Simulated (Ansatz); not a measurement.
MgO built on the rocksalt prototype: a one-shot G0W0 calculation in the plane-wave code Ansatz (G0W0@PBE with 197 empty bands, a screening cutoff of 260 eV and an 8×8×8 mesh). The cell was relaxed beforehand with r2SCAN.

input.yaml:
```yaml
crystal:
  lattice:
    - [0.0, 2.1021674155, 2.1021674155]
    - [2.1021674155, 0.0, 2.1021674155]
    - [2.1021674155, 2.1021674155, 0.0]
  atoms:
    - { symbol: Mg, position: [0.0, 0.0, 0.0] }
    - { symbol: O, position: [0.5, 0.5, 0.5] }
kpoints:
  mp_grid: { grid: [8, 8, 8] }
hamiltonian:
  xc: pbe
scf:
  occupations: { method: fixed }
gw:
  n_empty_bands: 197
  ecut_chi: 260
  qp_bands: [v2, c2]
  qp_kpoints: band_edges
  screening: { model: contour_deformation }
```

It took 18 s on 1 × NVIDIA H100 80GB HBM3 with 2 threads of AMD EPYC 7R13 Processor (Zen 3), with other jobs on the host, load about 4.5 per core; peak host memory 1.6 GiB.

The log, with set-up remarks and timings taken out:
```
Functional definition: PBE
Crystal: 2 atoms, lattice volume = 18.579 Å³
Basis set: ecut = 420 eV, 339 PW (Γ)
Bands: 12, of which v1, the nominal top of the filled ones, is band 8 counted from 1 (7 counted from 0)
Symmetry: 48 space group operations
Space group: Fm-3m (ITA 225)
k-points: 29 of 512
SCF iter   1: HF=-2494.127358 eV  Δρ=5.77e-4  dr2=8.79e-6
preconditioner: auto → none  [insulator: Δε(μ)=4.795 eV  ℏωp=24.4 eV]
SCF iter   2: HF=-2494.127663 eV  Δρ=3.35e-4  dr2=4.99e-6
SCF iter   3: HF=-2494.127688 eV  Δρ=1.79e-4  dr2=1.06e-6
SCF iter   4: HF=-2494.127702 eV  Δρ=4.34e-5  dr2=2.34e-7
SCF iter   5: HF=-2494.127702 eV  Δρ=1.77e-5  dr2=2.47e-8
SCF iter   6: HF=-2494.127702 eV  Δρ=2.03e-6  dr2=2.80e-10
SCF 1 converged in 6 iterations: F = -2494.127702 eV  dr2 = 2.80e-10
Free energy (F): -2494.127702 eV
Fermi energy:    8.203488 eV
--- G₀W₀: contour deformation, 6 samples at zero and on the imaginary axis and 4 off it, 512 q-points, 197 empty bands' worth ---
    ik  band        ε_KS         Σx   Σc(E_QP)       V_xc       Z   E_QP_lin       E_QP  E_QP is
     0     7      8.2035   -26.4429     3.8929   -20.9369  0.7881     6.5663     6.5904  root
     0     8      8.2035   -26.4429     3.8929   -20.9369  0.7881     6.5663     6.5904  root
     0     9     13.0004   -10.1207    -3.7635   -14.8432  0.8459    13.9642    13.9595  root
     0    10     24.0570    -3.7089    -4.9254    -9.5991  0.8367    25.0319    25.0217  root
     1     7      8.0998   -26.3384     3.9198   -20.7873  0.7877     6.4436     6.4686  root
     1     8      8.0998   -26.3384     3.9198   -20.7873  0.7877     6.4436     6.4686  root
     1     9     13.9123   -10.9196    -3.7589   -15.7010  0.8388    14.9405    14.9348  root
     1    10     22.3694    -4.0916    -4.9008    -9.9218  0.8335    23.3081    23.2988  root
     2     7      7.8612   -26.1085     3.9792   -20.4582  0.7868     6.1630     6.1902  root
     2     8      7.8612   -26.1085     3.9792   -20.4582  0.7868     6.1630     6.1902  root
     2     9     15.3582   -10.1934    -4.0573   -15.3680  0.8357    16.4834    16.4754  root
     2    10     20.8271    -6.1193    -4.8957   -12.1200  0.8262    21.9433    21.9319  root
     3     7      7.6368   -25.9058     4.0327   -20.1674  0.7859     5.9019     5.9312  root
     3     8      7.6368   -25.9058     4.0327   -20.1674  0.7859     5.9019     5.9312  root
     3     9     16.0653    -7.9617    -4.1914   -13.1764  0.8445    17.0955    17.0886  root
     3    10     20.6440    -9.3015    -5.2089   -15.9457  0.8037    22.1019    22.0793  root
     4     7      7.5473   -25.8289     4.0535   -20.0568  0.7855     5.7987     5.8287  root
     4     8      7.5473   -25.8289     4.0535   -20.0568  0.7855     5.7987     5.8287  root
     4     9     16.1568    -7.0609    -4.1842   -12.2029  0.8494    17.1206    17.1146  root
     4    10     20.8788   -10.6337    -5.4468   -17.6702  0.7924    22.5001    22.4685  root
     5     7      7.9715   -26.2267     3.9419   -20.6337  0.7876     6.2944     6.3205  root
     5     8      7.9715   -26.2267     3.9419   -20.6337  0.7876     6.2944     6.3205  root
     5     9     14.2084   -11.1539    -3.7833   -15.9903  0.8364    15.2677    15.2615  root
     5    10     21.8585    -3.4827    -4.7850    -9.1170  0.8403    22.7145    22.7078  root
     6     7      7.7170   -25.9177     3.9831   -20.2463  0.7869     6.0006     6.0288  root
     6     8      7.7230   -26.0153     3.9992   -20.3262  0.7868     6.0048     6.0331  root
     6     9     15.5054   -10.9853    -4.0570   -16.2142  0.8309    16.6863    16.6773  root
     6    10     20.5197    -4.4926    -4.7027   -10.1154  0.8397    21.4474    21.4398  root
    10     7      7.2141   -25.3820     4.0487   -19.5792  0.7860     5.4278     5.4599  root
    10     8      7.7850   -26.0294     4.0036   -20.3418  0.7863     6.0731     6.1011  root
    10     9     16.3183   -10.0200    -4.2384   -15.4432  0.8316    17.5129    17.5030  root
    10    10     20.3348    -6.6084    -4.8374   -12.5776  0.8257    21.4791    21.4666  root
    11     7      7.6791   -25.8803     3.9814   -20.2056  0.7871     5.9573     5.9858  root
    11     8      8.0187   -26.2500     3.9474   -20.6564  0.7872     6.3466     6.3725  root
    11     9     14.9915   -11.0872    -3.9430   -16.1566  0.8330    16.1257    16.1180  root
    11    10     21.1476    -4.5648    -4.7918   -10.3008  0.8356    22.1002    22.0918  root
  […]
```

The points are ik 0 = (0, 0, 0) (Γ), ik 1 = (0, 0, 1/8), ik 2 = (0, 0, 1/4), ik 3 = (0, 0, 3/8), ik 4 = (0, 0, -1/2), ik 5 = (0, 1/8, 1/8), ik 6 = (0, 1/8, 1/4), ik 10 = (0, 1/8, -1/4), ik 11 = (0, 1/8, -1/8), ik 17 = (0, 3/8, 3/8), ik 18 = (0, 3/8, -1/2), ik 20 = (0, -1/2, -1/2); band 8 is the last filled one.

Over the mesh points the PBE gap of 4.80 eV becomes a quasiparticle gap of 7.37 eV (direct at Γ), a change of +2.57 eV. Renormalisation factors Z lie between 0.78 and 0.86. The G0W0 figures hold for the stated bands, cutoff and mesh and aren't extrapolated.

The values are computed, spin-unpolarised, and not measurements.
